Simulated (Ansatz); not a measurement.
## How far is PAW off for BeTe?

```
Be Te
1.0
     0.00000    2.72936    2.85310
     2.72936    0.00000    2.85310
     2.72936    2.72936    0.00000
Be Te
1 1
Cartesian
  0.0000 0.0000 0.0000
  4.0940 4.0940 4.2797
```

Atom numbers follow the list: Be1, Te2.

The cell is COD entry 9008838, as deposited and not checked against the literature; nothing was relaxed. It differs from other determinations. The listed cell was then made from it by scaling, straining or moving an atom.

No spin–orbit coupling, which matters for the heavy atoms here.

All numbers are computed: DFT, PBE, PAW with Ansatz's default frozen-core files, scalar-relativistic (Ansatz 0.2.0); DFT, PBE, all-electron LAPW, scalar-relativistic (Ansatz 0.2.0).

For PAW: a Γ-centred 11×11×11 k mesh, Fermi–Dirac smearing of 0.05 eV, cutoff 420 eV, no spin polarisation. LAPW targets a basis error of 0.5 meV/atom. The Ansatz runs share mesh, smearing and spin set-up. Plane-wave (PAW) pressures include the program's estimate of the Pulay term.

Stress and pressure are positive in compression.

The change that made this cell: z strained by +3 % at fixed volume.

PAW results:

```
       quantity    PAW
 pressure (GPa)   4.26
stress xx (GPa)   5.27
stress zz (GPa)   2.24
  band gap (eV)  1.697
```

Problem. What does all-electron LAPW give for the same quantities?

Solution. 
```csv
quantity,LAPW
pressure (GPa),4.26
stress xx (GPa),5.27
stress zz (GPa),2.23
band gap (eV),1.696
```
